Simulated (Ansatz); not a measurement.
Runs of Ansatz 0.2.0 on SrO. It takes space group Fm-3m (No. 225, cubic). Conventional cell: a = 5.133 Å, b = 5.133 Å, c = 5.133 Å, α = 90.00°, β = 90.00°, γ = 90.00°. Sr (site symmetry m-3m) has 6 O at 2.57 Å as nearest neighbours. Around O (site symmetry m-3m) lie 6 Sr at 2.57 Å. 

| task | level | potentials or basis | spin | k mesh | cutoff (eV) | smearing | basis error allowed | mesh quality | gap on the mesh (eV) | pressure (GPa) |
| --- | --- | --- | --- | --- | --- | --- | --- | --- | --- | --- |
| single point | LDA | all-electron LAPW, relativistic spinors | SOC, no magnetisation | 7 × 7 × 7 | 220 | gaussian 0.01 eV | 0.001 eV/atom | not flagged | (b) | -3.8 |
| band structure | PBE | all-electron LAPW, relativistic spinors | SOC, no magnetisation | 7 × 7 × 7 | 221 | fermi-dirac 0.05 eV | 0.001 eV/atom | not flagged | 3.38 | 3.3 |
| single point | PBE | all-electron LAPW, scalar-relativistic | off | 4 × 4 × 4 | 200 | fermi-dirac 0.02 eV | 0.002 eV/atom | coarse | 3.30 | 3.3 |
| single point | PBE | all-electron LAPW, scalar-relativistic | off | 9 × 9 × 9 | 217 | gaussian 0.016 eV | 0.001 eV/atom | not flagged | 3.37 | 3.3 |
| single point | HSE06+D3(BJ) | all-electron PAW datasets made for the crystal | off | 5 × 5 × 5 | 340 | gaussian 0.05 eV | - | coarse | 4.99 | (a) |

Alike in all rows: cell as given.

**Question.** Estimate the missing entries.

**Answer.** (a) -2.4; (b) 3.23.

Caveats: some runs use coarse meshes; an odd mesh through Γ misses points on the zone boundary, where band edges often lie (some runs); the mesh misses the band edges, which the band path finds closer together (some runs).

A k mesh can miss the band edges, and rows without SOC leave out spin-orbit coupling on Sr.

The runs don't all hold the same shells in valence.
